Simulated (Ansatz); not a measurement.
# AlCu₃: how the axes shrink under pressure

AlCu₃, P6_3/mmc, a = 5.155 Å, c = 4.189 Å. The structure is a Materials Project entry; whether it is the stable form wasn't checked. Ansatz: r2SCAN, PAW, 500 eV, Γ-centred 12×12×8 mesh on 8 atoms, Gaussian smearing 0.10 eV; no spin polarisation. Cell and atoms are relaxed at each pressure, and no other structure is tried, so the rows at high pressure may lie past a change of phase. y = 100 ln(c/c0) with c0 = 4.1887 Å, so nearly a change in per cent. The pressures are the targets, met within 0.06 GPa.

```tsv
P (GPa)	y	100 ln(a/a0)
-1.0	?	?
0.0	0.00	0.00
1.0	-0.21	-0.21
4.0	-0.83	-0.83
12.0	-2.23	-2.25
25.0	-4.08	-4.12
```

Q: Fit y = c1 P + c2 P² to the other rows, give the linear compressibility along c, and predict the missing y.

A: Least squares on the rows shown. y = −0.2089 P + 0.001833 P². The linear compressibility along c is −c1/100 = 2.09 per TPa, against 2.10 along a from the same fit to the last column (its missing entry is 0.23): the crystal is about as stiff along both at low pressure. With a term in P³ added, the coefficient of P becomes -0.2194, 5 % more, which shows how far this figure hangs on the form. At P = -1.0 the fit asked for gives 0.21. The run gave 0.23, so the fit is 0.02 too low, within twice the rms miss on the fitted rows (0.01).